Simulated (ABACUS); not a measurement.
A run of ABACUS 3.10.1 is set up as follows.

File INPUT:

```
INPUT_PARAMETERS
suffix              Pb
calculation         scf
basis_type          pw
pseudo_dir          ./
latname             fcc
symmetry            1
dft_functional      GGA_X_AM05+GGA_C_AM05
ecutwfc             63
pseudo_rcut         10
nspin               1
nbands              17
ks_solver           dav
smearing_method     fd
smearing_sigma      0.00367493
scf_thr             1e-08
scf_nmax            100
mixing_type         broyden
mixing_beta         0.7
cal_force           1
cal_stress          1
out_chg             1
kpar                4
```

STRU

```
ATOMIC_SPECIES
Pb 207.2000 Pb.upf

LATTICE_CONSTANT
9.3542199059

ATOMIC_POSITIONS
Direct

Pb
0.0
1
0.0000000000 0.0000000000 0.0000000000 1 1 1
```

The input KPT:

```
K_POINTS
0
Gamma
7 7 7 0 0 0
```

Potentials or basis: Ansatz NC PBE, plane waves.

The run is started by

```console
$ OMP_NUM_THREADS=1 mpirun -np 4 abacus > log
```

(1) What does it give for the pressure?

(2) Estimate the band gap on the k mesh.

Results:

(1) 0.4 GPa.

(2) none (metal or under the smearing width).

Caveat: the potentials were made for another functional, which shifts forces and pressure.
